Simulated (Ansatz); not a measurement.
Level: PBE, no spin polarisation; 420 eV; 7×7×5 Γ-centred mesh; fermi-dirac occupations (width 0.1 eV); Ansatz 0.2.0, fixed geometry.

Computed maps in the lattice plane spanned by a (left to right, 5.72 Å, 17 points from zero) and b (bottom to top, 5.72 Å, 17 points from zero), 60° apart, at height 0.250 along c. The fields are smooth PAW ones with compensation charges, not the true ones near nuclei.

Valence density. Digits on a logarithmic scale: 0 up to 0.03 e/Å³, each further digit a factor of 1.6, 9 from 1.3 e/Å³ up:
```
33322234555432223
33322235677653222
22222245788875422
11211235799997532
21111235799999753
22222224689999864
33344333578999875
44577754457899875
44699996445677765
34699999643455554
23599999953233433
22379999973222222
11247999974211222
21124799974211222
32112356653212233
33211234443211233
33321223443221233
```

ELF. Ten even steps from '0' (0.04) to '9' (0.81):
```
11100036888630001
11100038888883000
00000048777778400
00000038764467830
00000038762226783
10000016874224786
20011002887424788
20123210288766788
20146641028877788
20157875102688886
10147997410133433
00026898620000000
00013677631000000
00001245421000000
10000011110000011
11000000000000011
21100012222100011
```

**Question.** The cell is AgI2. Which atoms lie within 0.2 Å of this plane, and where (fractions of a and b)?

**Answer.** Ag at (0.33, 0.33), I at (0.67, 0.67). The whole cell:
```
Ag I
1.0
     2.85876    4.95151    0.00000
    -2.85876    4.95151    0.00000
     0.00000    0.00000    7.13233
Ag I
2 4
Direct
  0.33330 0.33340 0.25000
  0.66660 0.66670 0.75000
  0.33330 0.33340 0.75000
  0.66660 0.66670 0.25000
  0.00000 0.00000 0.00000
  0.00000 0.00000 0.50000
```

Origin: a known structure type with other elements, at an estimated volume, so it need not be a known compound. Caveats: many states at the Fermi level without spin polarisation, so a magnetic state may lie lower.
